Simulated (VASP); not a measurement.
## SnSe: relaxation of cell and atoms with PBE

SnSe:

```
Sn Se
1.0
     3.18210    0.00000    0.00000
     0.00000    3.18210    0.00000
     0.00000    0.00000    3.18210
Sn Se
1 1
Direct
  0.50000 0.50000 0.50000
  0.00000 0.00000 0.00000
```

Measurements of this composition are mostly on another form, of space group No. 62.

```json
{
 "Program": "VASP 6.6.1",
 "Task": "relaxation of cell and atoms",
 "Functional": "PBE",
 "Potentials or basis": "VASP PAW PBE potentials, release 64 (Sn, Se)",
 "Cutoff": "300 eV",
 "k mesh": "4 × 4 × 4",
 "Occupations": "gaussian, width 0.03 eV",
 "Spin": "no spin polarisation",
 "Further INCAR settings": "ALGO = Normal; EDIFF = 1e-06; IBRION = 2; EDIFFG = -0.01; NSW = 90; ISIF = 3"
}
```

* Relaxed volume: 25.32 Å³/atom
* Relaxed cell: a = 3.700 Å, b = 3.700 Å, c = 3.700 Å, α = 90.00°, β = 90.00°, γ = 90.00°
* Space group after relaxing (to 0.05 Å): Pm-3m (No. 221)
* Energy gained by relaxing: 1070.6 meV/atom
* Ionic steps: 5
* Pressure after relaxing: 0.0 GPa
* Band gap on the k mesh: none (metal or under the smearing width)

The path:
```csv
step,energy change (eV),largest force (eV/Å),pressure (GPa),volume (Å³)
1,0.0000,0.0000,60.43,32.22
2,-1.4406,0.0000,-8.87,69.68
3,-2.1364,0.0000,1.32,49.49
4,-2.1399,0.0000,-0.64,51.22
5,-2.1411,0.0000,0.01,50.64
```

Final structure:
```
Sn Se
1.0
     3.69962    0.00000    0.00000
     0.00000    3.69962    0.00000
     0.00000    0.00000    3.69962
Sn Se
1 1
Direct
  0.50000 0.50000 0.50000
  0.00000 0.00000 0.00000
```

Levels at points of the mesh, in eV from the Fermi level:
| k point | band 3 | band 4 | band 5 | band 6 | band 7 | band 8 |
| --- | --- | --- | --- | --- | --- | --- |
| (0.00, 0.00, 0.00) | -1.66 | -1.66 | -1.66 | 4.54 | 6.01 | 6.01 |
| (0.50, 0.00, 0.00) | -0.40 | -0.40 | -0.01 | 0.48 | 3.15 | 3.15 |
| (0.50, 0.50, 0.00) | -4.73 | -4.73 | 0.01 | 4.14 | 4.14 | 4.71 |
| (0.50, 0.50, 0.50) | -2.76 | -2.76 | -2.76 | -0.93 | -0.93 | -0.93 |

It took 12 s on 1 thread of Intel(R) Xeon(R) Platinum 8559C (Emerald Rapids), with other jobs on the host, peak memory 0.11 GiB.

Caveat: the k mesh is coarse (spacing up to 0.49 Å⁻¹), so the values aren't converged; the volume moved by over 15 % at a fixed basis, so the end points are rough.
